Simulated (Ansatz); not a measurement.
## RbCl (Fm-3m): the dielectric response by several routes

How strongly does RbCl (Fm-3m) screen? Routes: perturbation theory, a sum over states and the RPA step of G0W0.

Calculated with Ansatz 0.2.0; linear response on PBE, plane waves, PAW.

## 1. The starting structure

Symmetry: Fm-3m, No. 225, cubic system. The conventional cell has a = 6.579 Å, b = 6.579 Å, c = 6.579 Å, α = 90.00°, β = 90.00°, γ = 90.00°. Nearest to Rb lie 6 Cl at 3.29 Å. Cl has 6 Rb at 3.29 Å nearest. Farther neighbours and most contacts between anions are not listed.

The cell and positions come from the Crystallography Open Database and are kept as given unless a step says otherwise.

## 2. Response to a homogeneous field

ε∞ sets how strongly the crystal screens. Perturbation theory gives it with local fields and without a sum over empty bands.

This step: dielectric response by perturbation theory, PBE, plane waves, PAW; PAW set soft_1.

input.yaml

```yaml
crystal:
  lattice:
    - [0.0, 3.2895, 3.2895]
    - [3.2895, 0.0, 3.2895]
    - [3.2895, 3.2895, 0.0]
  atoms:
    - { symbol: Rb, position: [0.0, 0.0, 0.0] }
    - { symbol: Cl, position: [0.5, 0.5, 0.5] }
kpoints:
  mp_grid: { grid: [6, 6, 6] }
hamiltonian:
  xc: pbe
  pseudopotentials: { kind: paw, azcp: { folder: soft_1 } }
scf:
  occupations: { method: fixed }
dielectric: {}
```

Launch:

```sh
ansatz run input.yaml --threads 24 --pin off --max-ram 82944MiB --backend cuda --events-out ev --progress --plain --runs-dir out --devices 1 --max-vram 78GiB
```

Numbers of over 12 decimals in the logs are rounded to 6 here.

Output:

```text
GPUs: using 1 of 1 available (devices: 1).
Engine: ansatz 0.2.0, aarch64-unknown-linux-gnu
Pseudopotentials: kind: paw
Pseudopotential: Rb, paw, valence charge 9, recommended cutoff 420 eV (normal), soft_1/Rb.paw.azcp
Pseudopotential: Cl, paw, valence charge 7, recommended cutoff 420 eV (normal), soft_1/Cl.paw.azcp
Functional definition: PBE
  parameter kappa = 0.804
  parameter beta = 0.066725
  exchange = pbe_x(kappa = kappa, mu = beta*pi^2/3)
  correlation = pbe_c(beta = beta)
device memory: the entry about to start is reckoned to put 0.7 GiB on a device that reports 179.0 GiB free (of which the cap on the GPU budget leaves the run 78.0 GiB)
GPU FFT provider: cuFFT
GPU libraries: cuBLAS 13.8.1, cuFFT 12.4.0, cuSOLVER 12.3.2
GPU matrix products: emulated (plane waves: as basis.precision tells), large ones in fixed point in workspaces of 1.00 GiB
Crystal: 2 atoms, lattice volume = 71.190 Å³
Basis set: ecut = 420 eV, 1411 PW (Γ), exchange–correlation on 64×64×64 points (8 copies of the dense FFT grid, shifted against one another)
Bands: 12, of which v1, the nominal top of the filled ones, is band 8 counted from 1 (7 counted from 0)
Symmetry: 48 space group operations
k-points: 30 of 216 (irreducible under 8 space group operations, time reversal used)
Non-local potential: Rb, projectors of the file, l = 0: 3, l = 1: 2, l = 2: 2
Non-local potential: Cl, projectors of the file, l = 0: 2, l = 1: 2, l = 2: 1
PAW form: soft (Blöchl's): semilocal exchange-correlation on the pseudo side does not see the compensation charge
PAW one-centre angular grid: Rb, 110 points (default); XC on 64 Gauss nodes
PAW one-centre angular grid: Cl, 110 points (default); XC on 64 Gauss nodes
Initial density: superposition of atomic densities (chi_scale 0.1, normalization cell, long waves kept (reshape's long-wave potential 0.00 eV rms))
Initial wavefunctions: pseudopotential atomic-orbital guess
GPU buffer pool allocated for 32768 grid points (all kernels)
GPU transforms: local potential and band sums: pruned to the plane-wave sphere, on 32×32×32
Functional: x = pbe(κ = 0.804, μ = 0.219515), c = pbe(β = 0.066725)
SCF iter   1: F=—  HF=-4351.441479 eV  |F-HF|=—  |Δ(HF+E_count)|=         —  Δρ=3.74e-2  dr2=1.79e0  ethr=3.10e-3  ⟨swp⟩=5.0  Hψ=2000  notcnv=0  defer=56
preconditioner: auto → none  [insulator: Δε(μ)=3.662 eV  Ē_g=13.573 eV  n_scr=14 (ndim 8)  ℏωp=16.5 eV  f_vac=0.000  ε∞_Penn≈2.5]
SCF iter   2: F=—  HF=-4350.785114 eV  |F-HF|=—  |Δ(HF+E_count)|=   6.56e-1  Δρ=1.07e-2  dr2=1.36e-1  ethr=3.10e-3  ⟨swp⟩=3.0  Hψ=1039  notcnv=0  defer=45
SCF iter   3: F=—  HF=-4350.763176 eV  |F-HF|=—  |Δ(HF+E_count)|=   2.19e-2  Δρ=3.96e-3  dr2=1.40e-2  ethr=8.49e-4  ⟨swp⟩=2.0  Hψ=516  notcnv=0  defer=58
SCF iter   4: F=—  HF=-4350.771651 eV  |F-HF|=—  |Δ(HF+E_count)|=   8.47e-3  Δρ=1.24e-3  dr2=1.09e-3  ethr=8.77e-5  ⟨swp⟩=3.9  Hψ=917  notcnv=0  defer=58
SCF iter   5: F=—  HF=-4350.772902 eV  |F-HF|=—  |Δ(HF+E_count)|=   1.25e-3  Δρ=1.05e-4  dr2=9.41e-6  ethr=6.79e-6  ⟨swp⟩=4.0  Hψ=711  notcnv=0  defer=58
SCF iter   6: F=—  HF=-4350.772948 eV  |F-HF|=—  |Δ(HF+E_count)|=   4.60e-5  Δρ=3.55e-5  dr2=1.11e-6  ethr=5.88e-8  ⟨swp⟩=2.0  Hψ=662  notcnv=0  defer=52
SCF iter   7: F=—  HF=-4350.772977 eV  |F-HF|=—  |Δ(HF+E_count)|=   2.84e-5  Δρ=7.33e-6  dr2=4.18e-8  ethr=6.94e-9  ⟨swp⟩=3.0  Hψ=602  notcnv=0  defer=26
SCF iter   8: F=—  HF=-4350.772977 eV  |F-HF|=—  |Δ(HF+E_count)|=   1.06e-8  Δρ=4.17e-7  dr2=1.08e-10  ethr=1.00e-12  ⟨swp⟩=6.2  Hψ=2440  notcnv=0
SCF iter   9: F=-4350.772977 eV  HF=-4350.772977 eV  |F-HF|=0.00e0  |Δ(HF+E_count)|=   1.14e-9  Δρ=4.34e-8  dr2=1.37e-12  ethr=1.00e-12  ⟨swp⟩=2.2  Hψ=725  notcnv=0
SCF 1 converged in 9 iterations: F = -4350.772977 eV  dr2 = 1.37e-12
  greatest PAW one-centre occupation: 0.973 electrons in one spin orbital (limit 2), on the Rb atom at site 0 (counted from 0), in its partial waves of l = 0
the response reads at least the filled bands of the reference SCF and the lowest empty band at each k-point, and that SCF's band table does not vouch for those bands. The notice of the band table in this run's record says why
device memory: the entry about to start is reckoned to put 0.3 GiB on a device that reports 182.5 GiB free (of which the cap on the GPU budget leaves the run 78.0 GiB)
NSCF: frozen V_eff on 1 k-points
device memory: the entry about to start is reckoned to put 0.3 GiB on a device that reports 182.5 GiB free (of which the cap on the GPU budget leaves the run 78.0 GiB)
NSCF: frozen V_eff on 1 k-points
device memory: the entry about to start is reckoned to put 0.1 GiB on a device that reports 182.5 GiB free (of which the cap on the GPU budget leaves the run 78.0 GiB)
device memory: the entry about to start is reckoned to put 4.5 GiB on a device that reports 182.5 GiB free (of which the cap on the GPU budget leaves the run 78.0 GiB)
DFPT response loops at Γ: preconditioner auto → none (the input reference at scf.mixing.eps_inf says where Resta's filter doesn't serve); β = 0.50; Broyden in place of MSR1
SCF converged after 9 iterations
Free energy (F): -4350.772977 eV
Harris-Foulkes:  -4350.772977 eV  (|F-HF|=0.00e0)
Internal energy: -4350.772977 eV  (E = F + TS)
E sigma→0 (E₀):  -4350.772977 eV
Fermi energy:    1.023304 eV
--- Per-component energies (eV) ---
  E_band       = -105.566301
  E_kinetic    = 335.052314
  E_local      = -806.526490  (includes V_loc(G=0)·N_el)
  E_nonlocal   = 218.773518
  E_hartree    = 218.914016
  E_xc         = -232.887201
  E_vxc        = -247.434589  (∫ρ·V_xc dr)
  E_paw        = -3281.559845  (= ΣΔE_a)
  E_vpaw       = -43.259182  (= ΣTr[D̂ρ^β])
  E_aug_tail   = 0.000092  (compensation charges beyond the density's cutoff)
  E_ewald      = -802.539380
  E_smearing   = -0.000000  (= −TS)
  E_closure    = 0.000000  (closes the sum)
  Σ components = -4350.772977   (vs F -4350.772977, Δ=0.00e0)
--- Band table (eV; the first three rows and the last of 30) ---
  k-point 0: bands = [... 4 lower, -6.9427, 1.0233, 1.0233, 1.0233, 6.0279, 9.0090, 9.0090, 9.0090]
  k-point 1: bands = [... 4 lower, -6.9359, 0.7678, 0.9342, 0.9342, 6.6488, 8.8390, 9.3524, 9.3524]
  k-point 2: bands = [... 4 lower, -6.9227, 0.3451, 0.7658, 0.7658, 7.9854, 8.8358, 10.3027, 10.3027]
  k-point 29: bands = [... 4 lower, -6.9593, 0.6651, 0.7402, 0.8464, 7.9253, 9.5805, 9.8324, 10.8614]
--- Dielectric response (ions clamped): 1 representative field direction + reference, on 30 of 216 k-points (Σ response iterations 7) ---
  k mesh reduced under 8 symmetry operations, with k and −k counted as one. Each operation leaves every solved perturbation unchanged. A smaller set is not considered because the run solves the response to a homogeneous field
  ε∞ (high-frequency dielectric tensor):
        2.337582    -0.000000     0.000000
        0.000000     2.337582    -0.000000
       -0.000000     0.000000     2.337582
  Born effective charges Z* (e; rows j = field, columns β = displacement):
    site 0:
         1.16495   -0.00000   -0.00000
         0.00000    1.16495    0.00000
         0.00000   -0.00000    1.16495
    site 1:
        -1.16495    0.00000    0.00000
         0.00000   -1.16495   -0.00000
         0.00000    0.00000   -1.16495
  Z* charge neutrality: 3.673e-5 e pre-enforcement
  k-mesh period / interband length: 27.9 Å / 1.18 Å = 23.67 at k = (0.0000, 0.0000, 0.0000), direct gap 5.005 eV — 14 or more, which is no proof of convergence
```

Run time: 1.9 s. Hardware: 1 × NVIDIA GB200 (shared by 2 runs) with 24 threads of Arm Neoverse V2, shared host; peak memory 1.1 GiB.

In the SCF lines HF is the Harris–Foulkes energy and dr2 the Hartree energy of the density residual, in eV; the loop may stop once dr2 is under the threshold and the program's other checks hold. Hψ counts applications of the Hamiltonian.

One over ε∞ averages 0.43, above the quarter of exact exchange in PBE0, which should therefore fall short.

High-frequency dielectric tensor:

```
2.34 0.00 0.00
0.00 2.34 0.00
0.00 0.00 2.34
```

Born effective charge (e), principal values of the symmetric part by kind of site:

| atom | atoms with these values | low | middle | high | mean |
| --- | --- | --- | --- | --- | --- |
| Rb1 | 1 | 1.16 | 1.16 | 1.16 | 1.16 |
| Cl2 | 1 | -1.16 | -1.16 | -1.16 | -1.16 |

In full for Cl2:

```
-1.16  0.00  0.00
 0.00 -1.16  0.00
 0.00  0.00 -1.16
```

## 3. Independent-particle spectrum

The independent-particle spectrum shows where the oscillator strength lies, before excitons and local fields.

This step: independent-particle optics on PBE, plane waves, PAW; PAW set soft_1.

Changes to input.yaml since step 2:

```diff
@@ -15,2 +15,4 @@
   occupations: { method: fixed }
-dielectric: {}
+  n_extra_bands: 48
+output:
+  optics: { e_range: [0, 25], de: 0.1, sigma: 0.2 }
```

Output:

```text
[...]
GPUs: using 1 of 1 available (devices: 1).
[...]
GPU FFT provider: cuFFT
GPU libraries: cuBLAS 13.8.1, cuFFT 12.4.0, cuSOLVER 12.3.2
[...]
Crystal: 2 atoms, lattice volume = 71.190 Å³
Basis set: ecut = 420 eV, 1411 PW (Γ)
Bands: 56, of which v1, the nominal top of the filled ones, is band 8 counted from 1 (7 counted from 0)
[... 1 set-up line as in the run before ...]
[...]
k-points: 16 of 216
[...]
GPU buffer pool allocated for 32768 grid points (all kernels)
[...]
SCF iter   1: F=—  HF=-4351.440965 eV  |F-HF|=—  |Δ(HF+E_count)|=         —  Δρ=3.70e-2  dr2=1.74e0  ethr=3.10e-3  ⟨swp⟩=6.1  Hψ=3234  notcnv=0  defer=732
[...]
SCF iter   9: F=-4350.772993 eV  HF=-4350.772993 eV  |F-HF|=0.00e0  |Δ(HF+E_count)|=  1.78e-10  Δρ=2.32e-8  dr2=1.80e-13  ethr=1.00e-12  ⟨swp⟩=13.4  Hψ=7540  notcnv=0
SCF 1 converged in 9 iterations: F = -4350.772993 eV  dr2 = 1.80e-13
[...]
Optics k sum: 0 of 16 k-points
Optics k sum: 1 of 16 k-points
[...]
Optics k sum: 16 of 16 k-points
[...]
SCF converged after 9 iterations
Free energy (F): -4350.772993 eV
[...]
Internal energy: -4350.772993 eV  (E = F + TS)
E sigma→0 (E₀):  -4350.772993 eV
Fermi energy:    1.023295 eV
[...]
--- Band table (eV; the first three rows and the last of 16) ---
  k-point 0: bands = [... 4 lower, -6.9427, 1.0233, 1.0233, 1.0233, 6.0279, 9.0090, 9.0090, 9.0090, ... 44 higher]
  k-point 1: bands = [... 4 lower, -6.9359, 0.7677, 0.9342, 0.9342, 6.6487, 8.8390, 9.3524, 9.3524, ... 44 higher]
  k-point 2: bands = [... 4 lower, -6.9227, 0.3450, 0.7658, 0.7658, 7.9854, 8.8358, 10.3027, 10.3027, ... 44 higher]
  k-point 15: bands = [... 4 lower, -6.9593, 0.6651, 0.7402, 0.8464, 7.9253, 9.5805, 9.8324, 10.8614, ... 44 higher]
```

Run time: 2.1 s. Hardware: 1 × NVIDIA GB200 (shared by 2 runs) with 24 threads; peak memory 1.4 GiB; 9.8 s of CPU time.

Numbers from this step:

```yaml
eps_infinity_without_local_fields_xx_yy_zz: 2.586, 2.586, 2.586
electrons_in_the_f_sum_xx_yy_zz: 14.11, 14.11, 14.11
bands_in_the_explicit_sum_the_static_value_is_completed_to_all_bands: 56
```

The sum gives ε∞ = 2.59 without local fields.

The ε₂, xx=yy=zz has structure finer than the step of the table below, so its rows give means over 0.5 eV, whole bins alone (the curve runs from 0 to 25 eV). Peaks (eV: height): 7.90: 3.51, 9.90: 4.10, 15.30: 3.37, 17.80: 2.90, 19.90: 1.89.

Independent particles, no local fields, Gaussian width 0.2 eV. The ε₂, xx=yy=zz by photon energy; means over each step:

| photon energy (eV) | ε₂, xx=yy=zz |
| --- | --- |
| 4.0 | 0 |
| 4.5 | 9.4e-4 |
| 5.0 | 0.126 |
| 5.5 | 0.451 |
| 6.0 | 0.673 |
| 6.5 | 1.28 |
| 7.0 | 1.96 |
| 7.5 | 2.70 |
| 8.0 | 3.14 |
| 8.5 | 1.68 |
| 9.0 | 1.06 |
| 9.5 | 2.76 |
| 10.0 | 3.91 |
| 10.5 | 3.24 |
| 11.0 | 1.98 |
| 11.5 | 0.976 |
| 12.0 | 0.714 |
| 12.5 | 0.892 |
| 13.0 | 0.899 |
| 13.5 | 1.02 |
| 14.0 | 0.790 |
| 14.5 | 1.14 |
| 15.0 | 2.75 |
| 15.5 | 3.21 |
| 16.0 | 2.02 |
| 16.5 | 1.18 |
| 17.0 | 1.12 |
| 17.5 | 2.26 |
| 18.0 | 2.58 |
| 18.5 | 1.88 |
| 19.0 | 1.32 |
| 19.5 | 1.49 |
| 20.0 | 1.58 |
| 20.5 | 0.745 |
| 21.0 | 0.652 |
| 21.5 | 0.762 |
| 22.0 | 0.375 |
| 22.5 | 0.363 |
| 23.0 | 0.470 |
| 23.5 | 0.357 |
| 24.0 | 0.273 |
| 24.5 | 0.219 |

The loss function, xx=yy=zz has structure finer than the step of the table below, so its rows give means over 1 eV, whole bins alone (the curve runs from 0 to 25 eV). Peaks (eV: height): 11.5: 0.980, 16.5: 0.756, 20.9: 1.69, 22.3: 3.31, 23.7: 2.80.

Independent particles, no local fields, Gaussian width 0.2 eV. Table of loss function, xx=yy=zz by photon energy; means over each step:

| photon energy (eV) | loss function, xx=yy=zz |
| --- | --- |
| 4 | 0 |
| 5 | 0.0123 |
| 6 | 0.0459 |
| 7 | 0.102 |
| 8 | 0.236 |
| 9 | 0.167 |
| 10 | 0.212 |
| 11 | 0.569 |
| 12 | 0.585 |
| 13 | 0.325 |
| 14 | 0.225 |
| 15 | 0.194 |
| 16 | 0.525 |
| 17 | 0.464 |
| 18 | 0.393 |
| 19 | 0.695 |
| 20 | 0.624 |
| 21 | 1.34 |
| 22 | 2.25 |
| 23 | 2.09 |
| 24 | 2.65 |

Independent particles, no local fields, Gaussian width 0.2 eV. ε₁, xx=yy=zz against photon energy:

| photon energy (eV) | ε₁, xx=yy=zz |
| --- | --- |
| 0 | 2.58 |
| 1 | 2.60 |
| 2 | 2.65 |
| 3 | 2.76 |
| 4 | 2.96 |
| 5 | 3.50 |
| 6 | 3.81 |
| 7 | 3.90 |
| 8 | 1.91 |
| 9 | 2.80 |
| 10 | 1.66 |
| 11 | -0.322 |
| 12 | 0.960 |
| 13 | 1.44 |
| 14 | 1.70 |
| 15 | 2.67 |
| 16 | -0.191 |
| 17 | 1.24 |
| 18 | 0.0709 |
| 19 | -0.124 |
| 20 | -0.658 |
| 21 | -0.0103 |
| 22 | -0.136 |
| 23 | 0.114 |
| 24 | 0.162 |
| 25 | 0.277 |

## 4. RPA screening from the G0W0 run

Now the one-shot GW correction: screening in the RPA, then the self-energy of the levels asked for. This step takes PAW set soft_1 files.

This step: G0W0 on PBE, plane waves, PAW; PAW set soft_1.

input.yaml, the sections that differ from step 3:

```yaml
kpoints:
  mp_grid: { grid: [4, 4, 4] }
scf:
  occupations: { method: fixed }
gw:
  n_empty_bands: 457
  ecut_chi: 200.0
  qp_bands: [v2, c2]
  qp_kpoints: band_edges
  screening: { model: contour_deformation }
# crystal, hamiltonian: as in step 3
# output: removed
```

Output:

```text
GPUs: using 1 of 1 available (devices: 1).
[...]
GPU FFT provider: cuFFT
GPU libraries: cuBLAS 13.8.1, cuFFT 12.4.0, cuSOLVER 12.3.2
[...]
Crystal: 2 atoms, lattice volume = 71.190 Å³
Basis set: ecut = 420 eV, 1411 PW (Γ)
Bands: 12, of which v1, the nominal top of the filled ones, is band 8 counted from 1 (7 counted from 0)
[... 1 set-up line as in the run before ...]
[...]
k-points: 8 of 64
[...]
1    10      8.7873    -3.8298    -3.1649    -7.9049  0.8619     9.7046     9.6975  root
[...]
7     7      0.7869   -20.3676     2.3045   -15.8568  0.7983    -1.4862    -1.4194  root
     7     8      0.7869   -20.3676     2.3045   -15.8568  0.7983    -1.4862    -1.4194  root
     7     9      8.6919    -3.9392    -3.1454    -7.9284  0.8604     9.5420     9.5358  root
     7    10      8.6919    -3.9392    -3.1454    -7.9284  0.8604     9.5420     9.5358  root
[key lines of the parts left out:]
SCF converged after 7 iterations
Free energy (F): -4350.772880 eV
Fermi energy:    1.023641 eV
```

Run time: 4.7 s. Hardware: 1 × NVIDIA GB200 (shared by 2 runs) with 24 threads; peak memory 1.5 GiB.

This step gave:

- bands summed: 465
- RPA ε∞ on this mesh (eigenvalues): 2.186, 2.186, 2.186
- plane waves in the screening matrix: 459
- G0W0 gap on the mesh: 7.738 eV
- k of the valence top: 0, 0, 0
- k of the conduction bottom: 0, 0, 0
- starting gap on the mesh: 5.004 eV
- least direct G0W0 gap on the computed points: 7.738 eV

The gap on the mesh goes from 5.00 eV to 7.74 eV, a correction of +2.73 eV. Between the two edge states, bare exchange in place of the xc potential would open the gap by 8.05 eV, and correlation takes back 5.32 eV.

Mean over the mesh in bins of 0.25 1/Å. The static inverse dielectric function, diagonal by length of q+G:

| length of q+G (Å⁻¹) | static inverse dielectric function, diagonal |
| --- | --- |
| 0.44 | 0.488 |
| 0.77 | 0.531 |
| 1.24 | 0.617 |
| 1.48 | 0.661 |
| 1.77 | 0.716 |
| 2.02 | 0.759 |
| 2.49 | 0.825 |
| 2.76 | 0.854 |
| 3.02 | 0.877 |
| 3.49 | 0.908 |
| 3.76 | 0.922 |
| 4.00 | 0.932 |
| 4.23 | 0.942 |
| 4.75 | 0.958 |
| 5.00 | 0.965 |
| 5.25 | 0.970 |
| 5.76 | 0.979 |
| 6.00 | 0.982 |
| 6.24 | 0.985 |
| 6.49 | 0.988 |
| 7.00 | 0.992 |
| 7.19 | 0.993 |

## 5. The values together

Times are wall times on 1 × NVIDIA GB200 (shared by 2 runs) with 24 threads of Arm Neoverse V2, shared host, good to a factor of about two.

| method | mesh | ε∞, low | middle | high | mean | time |
| --- | --- | --- | --- | --- | --- | --- |
| perturbation theory (local fields and xc kernel) | 6×6×6 | 2.34 | 2.34 | 2.34 | 2.34 | 1.9 s |
| sum over states (no local fields) | 6×6×6 | 2.59 | 2.59 | 2.59 | 2.59 | 2.1 s |
| RPA with local fields, on the GW mesh | 4×4×4 | 2.19 | 2.19 | 2.19 | 2.19 | 4.7 s |

## 6. Results

```json
{"perturbation theory (local fields and xc kernel)": "2.34, 2.34, 2.34", "sum over states (no local fields)": "2.59, 2.59, 2.59", "RPA with local fields, on the GW mesh": "2.19, 2.19, 2.19"}
```

In words: Mean Born effective charge: Rb1 1.16, Cl2 -1.16 e. Distinct peaks of the ε₂, xx=yy=zz stand at 7.9, 9.9, 15.3, 17.8 and 19.9 eV; the one at 9.9 eV is strongest. Distinct peaks of the loss function, xx=yy=zz stand at 11.5, 16.5, 20.9, 22.3 and 23.7 eV; the one at 22.3 eV is strongest. The sum without local fields gives 2.59 in the mean against 2.34 by perturbation theory; local fields lower ε∞ and the xc kernel gives part of it back, though the sum also carries the error of its own mesh. The RPA values on the 4×4×4 mesh average 0.94 times those of perturbation theory (means 2.19 and 2.34). Without the xc kernel RPA should lie a little lower, as the mean does. PBE usually puts the gap too low, which tends to raise ε∞. Ions are clamped, so the lattice part of the static constant is not in these numbers.

[Paths, hosts, dates, memory and timing lines, banners, echoed tables and standing remarks are left out of the program output.]

[Logs are printed without paths, hosts, clocks, repeated set-up lines and the standing remarks that a program may print on its own settings, such as how far it seeks lower states.]

[Runs of the session that timed out or met a known fault of the program may be left out.]

[Cells called generated may have been cut or substituted from an entry of the Crystallography Open Database or the Materials Project.]

[Hosts, paths, dates, database ids (printed as entryN), source tags and the programs' standing remarks are cut or masked in the printed files.]
